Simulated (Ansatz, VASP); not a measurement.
## Al in VASP and in Ansatz

The input INCAR:

```
SYSTEM = Al
ALGO = Normal
EDIFF = 1E-7
EDIFFG = -0.01
ENCUT = 600
GGA = PS
IBRION = 2
ISIF = 3
ISMEAR = -1
IVDW = 13
LASPH = .TRUE.
LCHARG = .FALSE.
LREAL = .FALSE.
LWAVE = .FALSE.
NELM = 80
NSW = 60
PREC = Accurate
SIGMA = 0.05
```

File KPOINTS:

```
k-points
0
G
  11 11 11
  0 0 0
```

Contents of POSCAR:

```
Al
1.0
    0.0000000000      2.0248050000      2.0248050000
    2.0248050000      0.0000000000      2.0248050000
    2.0248050000      2.0248050000      0.0000000000
Al
1
Direct
    0.0000000000      0.0000000000      0.0000000000
```

File input.yaml:

```yaml
crystal:
  lattice:
    - [0.0, 2.024805, 2.024805]
    - [2.024805, 0.0, 2.024805]
    - [2.024805, 2.024805, 0.0]
  atoms:
    - { symbol: Al, position: [0.0, 0.0, 0.0] }
hamiltonian:
  xc: pbesol
  pseudopotentials: { kind: paw }
  dispersion: d4
kpoints:
  mp_grid: { grid: [11, 11, 11] }
scf:
  occupations: { method: fermi_dirac, width: 0.05 }
output:
  forces: true
  stress: true
  eigenvalues: true
relax:
  f_tol: 0.01
  max_steps: 40
  cell: { stress_tol: 0.05 }
```

Alike in both runs: task relaxation of cell and atoms; functional PBEsol; dispersion D4; k mesh 11 × 11 × 11; occupations fermi-dirac, width 0.05 eV; no spin polarisation.

|  | VASP | Ansatz |
| --- | --- | --- |
| version | VASP 6.6.1 | Ansatz 0.2.0 |
| potentials or method | VASP PAW PBE potentials, release 64 (Al) | Ansatz PAW |
| plane-wave cutoff (eV) | 600 | 420 |
| valence electrons in the cell | 3 | 3 |

|  | VASP | Ansatz | Ansatz less VASP |
| --- | --- | --- | --- |
| gap on the k mesh at the Fermi level, each at its own relaxed structure (eV) | none | none | - |
| relaxed volume (Å³/atom) | 15.85 | 15.85 | -0.006 |
| relaxed cell length with the largest relative difference (Å) | 2.820 | 2.819 | -0.0004 |
| energy change over the relaxation (meV/atom) | -9 | -9 | -0.3 |

A gap of «none» marks a metal or a gap that the smearing closes.

Caveats: pairwise dispersion overbinds metals, which lowers pressure and volume; the PAW data sets were made with another functional, which shifts forces and pressure a little (VASP); the plane-wave basis is chosen anew once the cell has moved, so the energies of steps on either side of that aren't comparable (Ansatz); the PAW data sets come from PBE, with cores solved anew for the run's functional, which leaves a small shift of forces and pressure (Ansatz).
